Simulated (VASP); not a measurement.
BaZrO3: band structure with PBEsol

BaZrO3:

```
Ba Zr O
1.0
     4.18936    0.00000    0.00000
     0.00000    4.18936    0.00000
     0.00000    0.00000    4.18936
Ba Zr O
1 1 3
Direct
  0.00000 0.00000 0.00000
  0.50000 0.50000 0.50000
  0.50000 0.00000 0.50000
  0.50000 0.50000 0.00000
  0.00000 0.50000 0.50000
```

The cell is a database's computed one.

```
Program                : VASP 6.6.1
Task                   : band structure
Functional             : PBEsol
Potentials or basis    : VASP PAW PBE potentials, release 64 (Ba_sv, Zr_sv, O)
Cutoff                 : 520 eV
k mesh                 : 6 × 6 × 6
Occupations            : gaussian, width 0.02 eV
Spin                   : no spin polarisation
Further INCAR settings : ALGO = Normal; EDIFF = 1e-07; NBANDS = 28
```

- Pressure: 0.1 GPa
- Band gap on the k mesh: 3.11 eV, indirect (least direct gap 3.33 eV)
- Band gap along the path: 3.11 eV, indirect (least direct gap 3.33 eV)

Levels at the corners of the path, in eV from the valence-band top:
| point | band 17 | band 18 | band 19 | band 20 | band 21 | band 22 | band 23 | band 24 |
| --- | --- | --- | --- | --- | --- | --- | --- | --- |
| Γ | -1.00 | -0.22 | -0.22 | -0.22 | 3.11 | 3.11 | 3.11 | 4.54 |
| X | -1.76 | -1.72 | -0.45 | -0.45 | 3.57 | 5.69 | 5.69 | 6.37 |
| X | -1.76 | -1.72 | -0.45 | -0.45 | 3.57 | 5.69 | 5.69 | 6.37 |
| M | -0.94 | -0.94 | -0.79 | -0.08 | 5.66 | 5.66 | 6.43 | 6.46 |
| M | -0.94 | -0.94 | -0.79 | -0.08 | 5.66 | 5.66 | 6.43 | 6.46 |
| Γ | -1.00 | -0.22 | -0.22 | -0.22 | 3.11 | 3.11 | 3.11 | 4.54 |
| Γ | -1.00 | -0.22 | -0.22 | -0.22 | 3.11 | 3.11 | 3.11 | 4.54 |
| R | -2.56 | 0.00 | 0.00 | 0.00 | 5.91 | 5.91 | 5.91 | 7.01 |
| R | -2.56 | 0.00 | 0.00 | 0.00 | 5.91 | 5.91 | 5.91 | 7.01 |
| X | -1.76 | -1.72 | -0.45 | -0.45 | 3.57 | 5.69 | 5.69 | 6.37 |
| M | -0.94 | -0.94 | -0.79 | -0.08 | 5.66 | 5.66 | 6.43 | 6.46 |
| R | -2.56 | 0.00 | 0.00 | 0.00 | 5.91 | 5.91 | 5.91 | 7.01 |

It took 2 min on 1 thread of Intel(R) Xeon(R) Platinum 8488C (Sapphire Rapids), on a shared host, peak memory 0.21 GiB.

Caveat: the PAW data sets were made with another functional, which shifts forces and pressure a little; spin-orbit coupling is left out, which moves the levels of the heavy elements.
